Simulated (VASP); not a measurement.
# Ir (Fm-3m) in VASP: a series of runs, part 2 of 2

VASP 6.6.1.

### 5 Single point, PBE, collinear spin, ferromagnetic start (a relaxed cell with its volume scaled by 0.94)

INCAR reads:

```
PREC = Accurate ; ENCUT = 520
EDIFF = 1E-7 ; ISMEAR = 0
SIGMA = 0.1 ; LREAL = F
LASPH = T ; NELM = 100
ALGO = Fast ; ISIF = 2
LWAVE = F ; LCHARG = F
ISPIN = 2 ; MAGMOM = 1
LORBIT = 11 ; LMAXMIX = 4
GGA = PE ; NBANDS = 14
```

KPOINTS reads:

```
regular mesh
0
Gamma
  18 18 18
```

POSCAR reads:

```
Ir                                      
1.0
    0.0000000000      1.8966695917      1.8966695917
    1.8966695917      0.0000000000      1.8966695917
    1.8966695917      1.8966695917      0.0000000000
  Ir            
     1
Direct
     0.0000000000000000    0.0000000000000000    0.0000000000000000
```

On the command line:

```bash
$ cat potpaw_PBE.64/Ir/POTCAR > POTCAR
$ mpirun -np 1 vasp_std > vasp.out
```

Run time: 44 s. Hardware: 1 thread of Intel Xeon Platinum 8488C (Sapphire Rapids), shared host; peak memory 0.18 GiB.

Results (log left out):

```
Free energy                                           : -8.7886 eV
Pressure                                              : 25.4 GPa
Band gap on the k mesh                                : none (metal or under the smearing width)
Net moment                                            : 0.00 μB per cell
Valence electrons inside the program's atomic spheres : Ir 8.53
```

Levels at points of the mesh, in eV from the Fermi level:
Spin up:
```tsv
k point	band 1	band 2	band 3	band 4	band 5	band 6	band 7	band 8
(0.00, 0.00, 0.00)	-11.56	-4.15	-4.15	-4.15	-1.30	-1.30	14.20	20.01
(0.50, 0.00, 0.00)	-8.53	-4.26	-4.26	-0.89	0.92	0.92	7.61	13.75
(0.50, 0.50, 0.00)	-8.38	-7.79	0.89	1.54	1.54	1.66	10.98	11.84
```
Spin down:
```csv
k point,band 1,band 2,band 3,band 4,band 5,band 6,band 7,band 8,band 9
"(0.00, 0.00, 0.00)",-11.56,-4.15,-4.15,-4.15,-1.30,-1.30,14.20,20.01,20.01
"(0.50, 0.00, 0.00)",-8.53,-4.26,-4.26,-0.89,0.92,0.92,7.61,13.75,20.06
"(0.50, 0.50, 0.00)",-8.38,-7.79,0.89,1.54,1.54,1.66,10.98,11.84,11.84
```

Caveat: so large a pressure means that the cell lies far from this level's equilibrium, or that cutoff or potentials fall short. The run has no spin-orbit coupling, so splittings on Ir are missing.

### 6 Single point, PBE, collinear spin, ferromagnetic start (a relaxed cell with its volume scaled by 1.06)

INCAR is that of step 5.

KPOINTS is that of step 5.

POSCAR reads:

```
Ir                                      
1.0
    0.0000000000      1.9741691091      1.9741691091
    1.9741691091      0.0000000000      1.9741691091
    1.9741691091      1.9741691091      0.0000000000
  Ir            
     1
Direct
     0.0000000000000000    0.0000000000000000    0.0000000000000000
```

Potentials or basis: VASP PAW PBE potentials, release 64 (Ir).

On the command line:

```bash
$ cat potpaw_PBE.64/Ir/POTCAR > POTCAR
$ mpirun -np 1 vasp_std > vasp.out
```

OUTCAR:

```text
PREC = Accurate
   ENCUT = 520
   EDIFF = 1E-7
   ISMEAR = 0
   LREAL = F
   LASPH = T
   NELM = 100
   ISIF = 2
   ISPIN = 2
   LORBIT = 11
   GGA = PE

 ion  position               nearest neighbor table
   1  0.000  0.000  0.000-

  LATTYP: Found a face centered cubic cell.
 ALAT       =     3.9483382182

  Lattice vectors:

 A1 = (   0.0000000000,   1.9741691091,   1.9741691091)
 A2 = (   1.9741691091,   0.0000000000,   1.9741691091)
 A3 = (   1.9741691091,   1.9741691091,   0.0000000000)

Analysis of symmetry for initial positions (statically):
=====================================================================
 Subroutine PRICEL returns:
 Original cell was already a primitive cell.

 Routine SETGRP: Setting up the symmetry group for a
 face centered cubic supercell.

 Subroutine GETGRP returns: Found 48 space group operations
 (whereof 48 operations were pure point group operations)
 out of a pool of 48 trial point group operations.

The static configuration has the point symmetry O_h .

Analysis of symmetry for dynamics (positions and initial velocities):
=====================================================================
 Subroutine PRICEL returns:
 Original cell was already a primitive cell.

 Routine SETGRP: Setting up the symmetry group for a
 face centered cubic supercell.

 Subroutine GETGRP returns: Found 48 space group operations
 (whereof 48 operations were pure point group operations)
 out of a pool of 48 trial point group operations.

The dynamic configuration has the point symmetry O_h .

Analysis of structural, dynamic, and magnetic symmetry:
=====================================================================
 Subroutine PRICEL returns:
 Original cell was already a primitive cell.

 Routine SETGRP: Setting up the symmetry group for a
 face centered cubic supercell.

 Subroutine GETGRP returns: Found 48 space group operations
 (whereof 48 operations were pure point group operations)
 out of a pool of 48 trial point group operations.

The overall configuration has the point symmetry O_h .

[... 165 lines left out ...]
      6       7.9373      1.00000
      7      23.4658      0.00000
      8      28.5586      0.00000
      9      28.5586      0.00000
     10      28.5586      0.00000
     11      33.2344      0.00000
     12      40.7277      0.00000
     13      40.7277      0.00000
     14      40.7278      0.00000
[... 379 lines left out ...]
      3       5.9965      1.00000
      4       6.0783      1.00000
      5       7.7055      1.00000
      6       8.4479      1.00000
      7      22.7298      0.00000
      8      25.5487      0.00000
      9      30.0972      0.00000
     10      31.4205      0.00000
     11      32.7325      0.00000
     12      34.7004      0.00000
     13      35.2641      0.00000
     14      41.3300      0.00000

 [... further k-points ...]

 spin component 2

 k-point     1 :       0.0000    0.0000    0.0000
  band No.  band energies     occupation
      1      -1.2307      1.00000
      2       5.5887      1.00000
      3       5.5887      1.00000
      4       5.5887      1.00000
      5       7.9373      1.00000
      6       7.9373      1.00000
      7      23.4658      0.00000
      8      28.5586      0.00000
      9      28.5586      0.00000
     10      28.5586      0.00000
     11      33.2345      0.00000
     12      40.7277      0.00000
     13      40.7277      0.00000
     14      40.7277      0.00000
[... 379 lines left out ...]
      3       5.9965      1.00000
      4       6.0783      1.00000
      5       7.7054      1.00000
      6       8.4479      1.00000
      7      22.7298      0.00000
      8      25.5487      0.00000
      9      30.0972      0.00000
     10      31.4205      0.00000
     11      32.7325      0.00000
     12      34.7004      0.00000
     13      35.2641      0.00000
     14      41.3560      0.00000

 [... further k-points ...]

------------------------ aborting loop because EDIFF is reached ----------------------------------------

  FORCE on cell =-STRESS in cart. coord.  units (eV):
  Direction    XX          YY          ZZ          XY          YZ          ZX
  --------------------------------------------------------------------------------------
  -------------------------------------------------------------------------------------
  Total       -1.6810351     -1.6810351     -1.6810351     -0.0000000     -0.0000000      0.0000000
  in kB     -175.0267079   -175.0267079   -175.0267079     -0.0000000     -0.0000000      0.0000000
  external PRESSURE =    -175.0267079 kB  Pullay stress =       0.0000000 kB

 VOLUME and BASIS-vectors are now :
 -----------------------------------------------------------------------------
  energy-cutoff  :      520.00
  volume of cell :       15.39
      direct lattice vectors                 reciprocal lattice vectors
     0.000000000  1.974169109  1.974169109    -0.253271109  0.253271109  0.253271109
     1.974169109  0.000000000  1.974169109     0.253271109 -0.253271109  0.253271109
     1.974169109  1.974169109  0.000000000     0.253271109  0.253271109 -0.253271109

 POSITION                                       TOTAL-FORCE (eV/Angst)
 -----------------------------------------------------------------------------------
      0.00000      0.00000      0.00000         0.000000      0.000000      0.000000
 -----------------------------------------------------------------------------------
    total drift:                               -0.000000      0.000000      0.000000

  FREE ENERGIE OF THE ION-ELECTRON SYSTEM (eV)
  ---------------------------------------------------
  free  energy   TOTEN  =        -8.8037062709 eV

  energy  without entropy=       -8.7976761773  energy(sigma->0) =       -8.80069122

 total charge

# of ion       s       p       d       tot
------------------------------------------
    1        0.628   0.631   6.874   8.132

 magnetization (x)

# of ion       s       p       d       tot
------------------------------------------
    1       -0.000  -0.000   0.000   0.000
```

OSZICAR:

```text
N       E                     dE             d eps       ncg     rms          rms(c)
DAV:   1     0.500759991054E+02    0.50076E+02   -0.43576E+03 10944   0.619E+02
DAV:   2    -0.805208960884E+01   -0.58128E+02   -0.53955E+02 12534   0.164E+02
DAV:   3    -0.927533571540E+01   -0.12232E+01   -0.12197E+01 14178   0.257E+01
DAV:   4    -0.928484232277E+01   -0.95066E-02   -0.95043E-02 14016   0.218E+00
DAV:   5    -0.928499964247E+01   -0.15732E-03   -0.15732E-03 14426   0.268E-01    0.124E+01
RMM:   6    -0.888150362610E+01    0.40350E+00   -0.27691E-01 12790   0.471E+00    0.484E+00
RMM:   7    -0.880789827919E+01    0.73605E-01   -0.88070E-02 12996   0.206E+00    0.261E+00
RMM:   8    -0.880632102786E+01    0.15773E-02   -0.10120E-02 14903   0.784E-01    0.114E+00
RMM:   9    -0.880374627185E+01    0.25748E-02   -0.16744E-03 14529   0.246E-01    0.205E-01
RMM:  10    -0.880369592199E+01    0.50350E-04   -0.47178E-04 14621   0.189E-01    0.726E-02
RMM:  11    -0.880370336765E+01   -0.74457E-05   -0.94953E-05 15877   0.561E-02    0.194E-02
RMM:  12    -0.880370547680E+01   -0.21091E-05   -0.16763E-05 16291   0.232E-02    0.108E-02
RMM:  13    -0.880370613010E+01   -0.65330E-06   -0.29362E-06 15777   0.849E-03    0.317E-03
RMM:  14    -0.880370625684E+01   -0.12674E-06   -0.26324E-07 13730   0.330E-03    0.611E-04
RMM:  15    -0.880370627089E+01   -0.14054E-07   -0.42337E-08 10844   0.128E-03
   1 F= -.88037063E+01 E0= -.88006912E+01  d E =-.603009E-02  mag=     0.0000
```

It took 52 s on 1 thread of Intel Xeon Platinum 8488C (Sapphire Rapids), shared host; peak memory 0.2 GiB.

Results:

* Free energy: -8.8037 eV
* Pressure: -17.5 GPa
* Band gap on the k mesh: none (metal or under the smearing width)
* Net moment: 0.00 μB per cell
* Valence electrons inside the program's atomic spheres: Ir 8.13

Caveat: so large a pressure means that the cell lies far from this level's equilibrium, or that cutoff or potentials fall short.

### 7 The runs side by side

| cell | gap on the mesh (eV) | pressure (GPa) | moment (μB) |
| --- | --- | --- | --- |
| as given | none | 0.0 | 0.00 |
| a relaxed cell with its volume scaled by 0.97 | none | 11.5 | 0.00 |
| a relaxed cell with its volume scaled by 1.03 | none | -9.6 | 0.00 |
| a relaxed cell with its volume scaled by 0.94 | none | 25.4 | 0.00 |
| a relaxed cell with its volume scaled by 1.06 | none | -17.5 | 0.00 |

Alike in all rows: task single point; level PBE; potentials or basis VASP PAW PBE potentials, release 64 (Ir); spin collinear, ferromagnetic start; k mesh 18 × 18 × 18; cutoff (eV) 520; smearing gaussian 0.1 eV.

Caveats: so large a pressure means that the cell lies far from this level's equilibrium, or that cutoff or potentials fall short (some runs).

Absolute energies hang on the potentials; compare differences alone.
